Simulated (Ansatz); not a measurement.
AlSb (F-43m): band-edge transport data

Data:

```yaml
crystal:
  lattice:
    - [0.00000, 3.11230, 3.11230]
    - [3.11230, 0.00000, 3.11230]
    - [3.11230, 3.11230, 0.00000]
  atoms:
    - { symbol: Al, position: [0.00000, 0.00000, 0.00000] }
    - { symbol: Sb, position: [0.75000, 0.75000, 0.75000] }
```

Method: PBE with spin-orbit coupling, rigid bands (plane waves, PAW; Ansatz, an electronic-structure program). Condition of this run: functional PBE, cell relaxed with it. Cell: cell and atoms relaxed with PBE.

The band gap is 1.03 eV and the electron conductivity mass (300 K, dilute) is 0.23 mₑ. The hole conductivity mass (300 K, dilute) is 0.41 mₑ and the effective density of states N_c (300 K) comes out as 2.9e19 cm⁻³. The effective density of states N_v (300 K) comes out as 1.3e19 cm⁻³ and the density-of-states mass, electrons comes out as 1.09 mₑ. The density-of-states mass, holes comes out as 0.63 mₑ. The Seebeck coefficient, n-type 1e19 cm⁻³, 300 K is -337 μV/K, the best n-type power factor at 300 K for τ = 10 fs (best axis; densities from 1e16 to 1e21 cm⁻³ tried, whether or not they can be reached) comes out as 29 μW/(cm·K²) at 1e20 cm⁻³ and the Seebeck coefficient, p-type 1e19 cm⁻³, 300 K is 243 μV/K. The best p-type power factor at 300 K for τ = 10 fs (best axis; densities from 1e16 to 1e21 cm⁻³ tried, whether or not they can be reached) is 5.2 μW/(cm·K²) at 1e20 cm⁻³.

Rigid bands; masses and Seebeck coefficients take one relaxation time τ for all states and one kind of carrier; polarons and phonon drag are left out.
